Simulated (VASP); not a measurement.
# SiC (P6_3mc) in VASP: relaxation of cell and atoms with LDA

Aim: the relaxation of cell and atoms of SiC with LDA.

All numbers are computed with VASP 6.6.1; they aren't measurements. Logs are shortened: lines on timing, memory, paths and dates and some standing lists are left out, and cuts for length are marked.

**1. The structure**

The structure is hexagonal, space group P6_3mc (No. 186). The conventional cell has a = 3.080 Å, b = 3.080 Å, c = 5.040 Å, α = 90.00°, β = 90.00°, γ = 120.00°. Around Si (site symmetry 3m) lie 4 C at 1.89 Å. Around C (site symmetry 3m) lie 4 Si at 1.89 Å.

The cell was built by a generator and needn't be a form met in nature.

**2. Relaxation of cell and atoms, LDA**

Input file INCAR:

```
SYSTEM = SiC
ALGO     = Normal         ! electronic algorithm
EDIFF    = 1E-6           ! SCF threshold, eV
EDIFFG   = -0.01          ! ionic threshold
ENCUT    = 600            ! plane-wave cutoff, eV
GGA      = CA             ! functional
IBRION   = 2              ! ionic algorithm
ISIF     = 3              ! what is computed and relaxed
ISMEAR   = -1             ! smearing method
KPAR     = 4            
LASPH    = .True.         ! aspherical terms in the spheres
LCHARG   = .False.        ! write CHGCAR
LREAL    = .False.        ! projectors in reciprocal space
LWAVE    = .False.        ! write WAVECAR
NELM     = 80             ! most SCF steps
NSW      = 40             ! ionic steps
PREC     = Accurate       ! precision mode
SIGMA    = 0.05           ! smearing width, eV
```

Input file KPOINTS:

```
k-points
0
Gamma
  10 10 6
  0 0 0
```

Input file POSCAR:

```
SiC
1.0
    3.0800000000      0.0000000000      0.0000000000
   -1.5400000000      2.6673582437      0.0000000000
    0.0000000000      0.0000000000      5.0400000000
Si C
2 2
Direct
    0.0000000000      0.0000000000      0.0000000000
    0.3333333333      0.6666666667      0.5000000000
    0.0000000000      0.0000000000      0.3750000000
    0.3333333333      0.6666666667      0.8750000000
```

Potentials or basis: VASP PAW LDA potentials, release 64 (Si, C).

Started as:

```console
$ cat potpaw_LDA.64/Si/POTCAR potpaw_LDA.64/C/POTCAR > POTCAR
$ mpirun -np 4 vasp_std > vasp.out
```

OUTCAR:

```text
SYSTEM = SiC
   EDIFF = 1E-6
   EDIFFG = -0.01
   ENCUT = 600
   GGA = CA
   IBRION = 2
   ISIF = 3
   ISMEAR = -1
   LASPH = .True.
   LREAL = .False.
   NELM = 80
   NSW = 40
   PREC = Accurate

 ion  position               nearest neighbor table
   1  0.000  0.000  0.000-   4 1.89   4 1.89   4 1.89   3 1.89   2 3.08   2 3.08   2 3.08   2 3.08
                             2 3.08   2 3.08
   2  0.333  0.667  0.500-   3 1.89   3 1.89   3 1.89   4 1.89   1 3.08   1 3.08   1 3.08   1 3.08
                             1 3.08   1 3.08
   3  0.000  0.000  0.375-   2 1.89   2 1.89   2 1.89   1 1.89
   4  0.333  0.667  0.875-   1 1.89   1 1.89   1 1.89   2 1.89

  LATTYP: Found a hexagonal cell.
 ALAT       =     3.0800000000
 C/A-ratio  =     1.6363636364

  Lattice vectors:

 A1 = (   3.0800000000,   0.0000000000,   0.0000000000)
 A2 = (  -1.5400000000,   2.6673582437,   0.0000000000)
 A3 = (   0.0000000000,   0.0000000000,   5.0400000000)

Analysis of symmetry for initial positions (statically):
=====================================================================
 Subroutine PRICEL returns:
 Original cell was already a primitive cell.

 Routine SETGRP: Setting up the symmetry group for a
 hexagonal supercell.

 Subroutine GETGRP returns: Found 12 space group operations
 (whereof  6 operations were pure point group operations)
 out of a pool of 24 trial point group operations.

The static configuration has the point symmetry C_3v.
 The point group associated with its full space group is C_6v.

Analysis of symmetry for dynamics (positions and initial velocities):
=====================================================================
 Subroutine PRICEL returns:
 Original cell was already a primitive cell.

 Routine SETGRP: Setting up the symmetry group for a
 hexagonal supercell.

 Subroutine GETGRP returns: Found 12 space group operations
 (whereof  6 operations were pure point group operations)
 out of a pool of 24 trial point group operations.

The dynamic configuration has the point symmetry C_3v.
 The point group associated with its full space group is C_6v.

 Subroutine INISYM returns: Found 12 space group operations
 (whereof  6 operations are pure point group operations),
 and found     1 'primitive' translations

----------------------------------------------------------------------------------------

                                     Primitive cell

  volume of cell :      41.4059

  direct lattice vectors                    reciprocal lattice vectors
     3.080000000  0.000000000  0.000000000     0.324675325  0.187451386  0.000000000
    -1.540000000  2.667358244  0.000000000     0.000000000  0.374902772  0.000000000
     0.000000000  0.000000000  5.040000000     0.000000000  0.000000000  0.198412698

  length of vectors
     3.080000000  3.080000000  5.040000000     0.374902772  0.374902772  0.198412698

  position of ions in fractional coordinates (direct lattice)
     0.000000000  0.000000000  0.000000000
     0.333333333  0.666666667  0.500000000
     0.000000000  0.000000000  0.375000000
     0.333333333  0.666666667  0.875000000

  ion indices of the primitive-cell ions
   primitive index   ion index
                 1           1
                 2           2
                 3           3
                 4           4

----------------------------------------------------------------------------------------

 KPOINTS: k-points

Automatic generation of k-mesh.
 Grid dimensions read from file:
 generate k-points for:   10   10    6

 Generating k-lattice:

  Cartesian coordinates                     Fractional coordinates (reciprocal lattice)
     0.032467532  0.018745139  0.000000000     0.100000000 -0.000000000  0.000000000
     0.000000000  0.037490277  0.000000000     0.000000000  0.100000000  0.000000000
     0.000000000  0.000000000  0.033068783     0.000000000  0.000000000  0.166666667

  Length of vectors
     0.037490277  0.037490277  0.033068783

  Shift w.r.t. Gamma in fractional coordinates (k-lattice)
     0.000000000  0.000000000  0.000000000

 Subroutine IBZKPT returns following result:
 ===========================================

 Found     56 irreducible k-points:

 Following reciprocal coordinates:
            Coordinates               Weight
  0.000000  0.000000  0.000000      1.000000
  0.100000  0.000000  0.000000      6.000000
  0.200000  0.000000  0.000000      6.000000
  0.300000 -0.000000  0.000000      6.000000
  0.400000 -0.000000  0.000000      6.000000
  0.500000  0.000000  0.000000      3.000000
[... 16 lines left out ...]
  0.300000  0.100000  0.166667     24.000000
  0.400000  0.100000  0.166667     24.000000
 [... further k-points ...]
   k-points           NKPTS =     56   k-points in BZ     NKDIM =     56   number of bands    NBANDS=     12
   number of dos      NEDOS =    301   number of ions     NIONS =      4
   total plane-waves  NPLWV =  31360
   dimension x,y,z NGX =    28 NGY =   28 NGZ =   40
   dimension x,y,z NGXF=    56 NGYF=   56 NGZF=   80
   ions per type =               2   2
   NGX,Y,Z   is equivalent  to a cutoff of  15.11, 15.11, 13.19 a.u.
   NGXF,Y,Z  is equivalent  to a cutoff of  30.23, 30.23, 26.39 a.u.
 SYSTEM =  SiC
   PREC   = accura    normal or accurate (medium, high low for compatibility)
   ISTART =      0    job   : 0-new  1-cont  2-samecut
   ICHARG =      2    charge: 1-file 2-atom 10-const
   ISPIN  =      1    spin polarized calculation?
   LNONCOLLINEAR =      F non collinear calculations
   LSORBIT =      F    spin-orbit coupling
   LASPH  =      T    aspherical Exc in radial PAW
   ENCUT  =  600.0 eV  44.10 Ry    6.64 a.u.   6.15  6.15 10.07*2*pi/ulx,y,z
   NELM   =     80;   NELMIN=  2; NELMDL= -5     # of ELM steps
   EDIFF  = 0.1E-05   stopping-criterion for ELM
   LREAL  =      F    real-space projection
   EDIFFG = -.1E-01   stopping-criterion for IOM
   NSW    =     40    number of steps for IOM
   IBRION =      2    ionic relax: 0-MD 1-quasi-New 2-CG
   NFREE  =      1    steps in history (QN), initial steepest desc. (CG)
   ISIF   =      3    stress and relaxation
   ISYM   =      2    0-nonsym 1-usesym 2-fastsym
   POTIM  = 0.5000    time-step for ionic-motion
   TEBEG  =    0.0;   TEEND  =   0.0 temperature during run
   PSTRESS=    0.0 pullay stress
   NELECT =      16.0000    total number of electrons
   NUPDOWN=      -1.0000    fix difference up-down
   EMIN   =  10.00;   EMAX   =-10.00  energy-range for DOS
   EFERMI =   0.00;   METHOD = LEGACY
   ISMEAR =    -1;   SIGMA  =   0.05  broadening in eV -4-tet -1-fermi 0-gaus
   EFERMI_NEDOS =   21; number of points for ismear=-14 and -15
   IALGO  =     38    algorithm
   IMIX   =      4    mixing-type and parameters
     AMIX     =   0.40;   BMIX     =  1.00
     AMIX_MAG =   1.60;   BMIX_MAG =  1.00
  volume/ion in A,a.u.               =      10.35        69.86
  Fermi-wavevector in a.u.,A,eV,Ry     =   1.192415  2.253337 19.345479  1.421853
  Thomas-Fermi vector in A             =   2.328453
   LORBIT       =      0    0 simple, 1 ext, 2 COOP (PROOUT), +10 PAW based schemes
   GGA     = CA    functional components
   LHFCALC =     F    Hartree Fock is set to
   AEXX    =    0.0000 exact exchange contribution
   IVDW    =     0    specifies the selected vdW correction
   LEPSILON=     F    determine dielectric tensor
   LRPA    =     F    only Hartree local field effects (RPA)
 conjugate gradient relaxation of ions
 non-spin polarized calculation
  energy-cutoff  :      600.00
  volume of cell :       41.41
 maximum number of plane-waves:      1396
 NGX is ok and might be reduce to    28
   NGX = 13   NGY = 13   NGZ = 21

--------------------------------------- Ionic step        1  -------------------------------------------

 number of electron      16.0000001 magnetization

 Free energy of the ion-electron system (eV)
  ---------------------------------------------------
  ext. energy  EPLUGINS =         0.00000000
  ---------------------------------------------------
  free energy    TOTEN  =       -33.26958811 eV

  energy without entropy =      -33.26958811  energy(sigma->0) =      -33.26958811

------------------------ aborting loop because EDIFF is reached ----------------------------------------

  FORCE on cell =-STRESS in cart. coord.  units (eV):
  Direction    XX          YY          ZZ          XY          YZ          ZX
  --------------------------------------------------------------------------------------
  -------------------------------------------------------------------------------------
  Total       -1.2816810     -1.2816810     -0.7207191      0.0000000      0.0000000      0.0000000
  in kB      -49.5938614    -49.5938614    -27.8877833      0.0000000      0.0000000      0.0000000
  external PRESSURE =     -42.3585021 kB  Pullay stress =       0.0000000 kB
[... 175 lines left out ...]
  energy  without entropy=      -33.2810974525  energy(sigma->0) =      -33.28109745

--------------------------------------- Ionic step        6  -------------------------------------------

 number of electron      16.0000001 magnetization

 Free energy of the ion-electron system (eV)
  ---------------------------------------------------
  ext. energy  EPLUGINS =         0.00000000
  ---------------------------------------------------
  free energy    TOTEN  =       -33.28111781 eV

  energy without entropy =      -33.28111781  energy(sigma->0) =      -33.28111781

 E-fermi :   9.3779     XC(G=0): -11.6294

 val. band max:        8.4240568051   @ k =   0.0000   0.0000   0.0000
 cond. band min:      10.7029864264   @ k =   0.3000   0.3000   0.0000
 fundamental gap:      2.2789296213
 Fermi energy:         9.3778695029

 k-point     1 :       0.0000    0.0000    0.0000
  band No.  band energies     occupation
      1      -7.2020      2.00000
      2      -3.5161      2.00000
      3      -0.3984      2.00000
      4       7.0998      2.00000
      5       7.0998      2.00000
      6       8.3100      2.00000
      7       8.4241      2.00000
      8       8.4241      2.00000
      9      13.3443      0.00000
     10      14.8374      0.00000
     11      15.0884      0.00000
     12      15.0884      0.00000
[... 331 lines left out ...]
 k-point    24 :       0.4000    0.1000    0.1667
  band No.  band energies     occupation
      1      -3.8106      2.00000
      2      -2.1414      2.00000
      3       0.3297      2.00000
      4       1.9503      2.00000
      5       3.4756      2.00000
      6       4.5340      2.00000
      7       5.7757      2.00000
      8       6.4515      2.00000
      9      12.0762      0.00000
     10      12.3693      0.00000
     11      15.4263      0.00000
     12      15.9351      0.00000

 [... further k-points ...]

------------------------ aborting loop because EDIFF is reached ----------------------------------------

  FORCE on cell =-STRESS in cart. coord.  units (eV):
  Direction    XX          YY          ZZ          XY          YZ          ZX
  --------------------------------------------------------------------------------------
  -------------------------------------------------------------------------------------
  Total        0.0188929      0.0188929      0.0114732      0.0000000      0.0000000     -0.0000000
  in kB        0.7453876      0.7453876      0.4526564      0.0000000      0.0000000     -0.0000000
  external PRESSURE =       0.6478105 kB  Pullay stress =       0.0000000 kB
[... 19 lines left out ...]
  FREE ENERGIE OF THE ION-ELECTRON SYSTEM (eV)
  ---------------------------------------------------
  free  energy   TOTEN  =       -33.2811178104 eV

  energy  without entropy=      -33.2811178104  energy(sigma->0) =      -33.28111781

 reached required accuracy - stopping structural energy minimisation
```

Run time: 32 s. Hardware: 4 MPI ranks of AMD EPYC 7R13 (Zen 3), shared host; peak memory 0.15 GiB.

What came out:

* Free energy: -33.2811 eV
* Relaxed volume: 10.15 Å³/atom
* Relaxed cell: a = 3.057 Å, b = 3.057 Å, c = 5.017 Å, α = 90.00°, β = 90.00°, γ = 120.00°
* Space group after relaxing (to 0.05 Å): P6_3mc (No. 186)
* Energy gained by relaxing: 2.9 meV/atom
* Ionic steps: 6
* Pressure after relaxing: 0.1 GPa
* Band gap on the k mesh: 2.28 eV, indirect (least direct gap 3.91 eV)

Forces in eV/Å, atoms in the order of the input:
```
Si   0.000  0.000  0.003
Si   0.000  0.000  0.003
C    0.000  0.000 -0.003
C    0.000  0.000 -0.003
```

The path:
| step | energy change (eV) | largest force (eV/Å) | pressure (GPa) | volume (Å³) |
| --- | --- | --- | --- | --- |
| 1 | 0.0000 | 0.1033 | -4.24 | 41.41 |
| 2 | 0.0032 | 0.1577 | 5.00 | 39.79 |
| 3 | -0.0115 | 0.0140 | -0.08 | 40.63 |
| 4 | -0.0115 | 0.0163 | 0.01 | 40.62 |
| 5 | -0.0115 | 0.0137 | 0.13 | 40.60 |
| 6 | -0.0115 | 0.0026 | 0.06 | 40.61 |

Final structure:
```
Si C
1.0
     3.05708    0.00000    0.00000
    -1.52854    2.64751    0.00000
     0.00000    0.00000    5.01744
Si C
2 2
Direct
  0.00000 0.00000 0.99959
  0.33333 0.66667 0.49959
  0.00000 0.00000 0.37541
  0.33333 0.66667 0.87541
```

A k mesh can miss the band edges.
